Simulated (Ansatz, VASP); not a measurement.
**ZrB2 in VASP and in Ansatz**

Contents of INCAR:

```
ALGO     = Normal         # electronic algorithm
EDIFF    = 1E-8           # SCF threshold, eV
ENCUT    = 520            # plane-wave cutoff, eV
GGA      = CA             # functional
ISIF     = 2              # what is computed and relaxed
ISMEAR   = -1             # smearing method
LASPH    = T              # aspherical terms in the spheres
LCHARG   = F              # write CHGCAR
LEFG     = T            
LREAL    = F              # projectors in reciprocal space
LWAVE    = F              # write WAVECAR
NBANDS   = 16             # bands
NELM     = 80             # most SCF steps
PREC     = Accurate       # precision mode
SIGMA    = 0.05           # smearing width, eV
```

Contents of KPOINTS:

```
k-points
0
Gamma
  12 12 9
```

File POSCAR:

```
ZrB2
1.0
    3.1859607001      0.0000000000      0.0000000000
   -1.5929803501      2.7591229018      0.0000000000
    0.0000000000      0.0000000000      3.5433119376
Zr B
1 2
Direct
    0.0000000000      0.0000000000      0.0000000000
    0.3333333333      0.6666666667      0.5000000000
    0.6666666667      0.3333333333      0.5000000000
```

Input for Ansatz:

```yaml
crystal:
  lattice:
    - [3.1859607001, 0.0, 0.0]
    - [-1.5929803501, 2.7591229018, 0.0]
    - [0.0, 0.0, 3.5433119376]
  atoms:
    - { symbol: Zr, position: [0.0, 0.0, 0.0] }
    - { symbol: B, position: [0.3333333333, 0.6666666667, 0.5] }
    - { symbol: B, position: [0.6666666667, 0.3333333333, 0.5] }
kpoints:
  mp_grid: { grid: [12, 12, 9] }
scf:
  occupations: { method: fermi_dirac, width: 0.05 }
hamiltonian:
  xc: lda
  pseudopotentials: { kind: all_electron, datasets: crystal }
output:
  forces: true
  stress: true
  eigenvalues: true
  efg: { contact_densities: true }
```

Change from the starting cell: volume scaled by 1.02, crystal datasets.

Alike in both runs: task electric field gradients; functional LDA; k mesh 12 × 12 × 9; occupations fermi-dirac, width 0.05 eV; no spin polarisation.

```csv
,VASP,Ansatz
version,VASP 6.6.1,Ansatz 0.2.0
potentials or method,"VASP PAW LDA potentials, release 64 (Zr_sv, B)","all-electron PAW with datasets made for the crystal, scalar-relativistic"
plane-wave cutoff (eV),520,see its input
```

|  | VASP | Ansatz | Ansatz less VASP |
| --- | --- | --- | --- |
| pressure (GPa) | -11.3 | -11.7 | -0.43 |
| largest component of the traceless stress (GPa) | 1.09 | 1.09 | +0.006 |
| Vzz of the field gradient on the site that differs most (V/Å²) | 44.6 | 47.5 | +2.96 |

Ansatz ran all-electron here, so the differences hold the error of VASP's frozen core and of both bases. Ansatz warned: «gradients_without_spin_orbit».
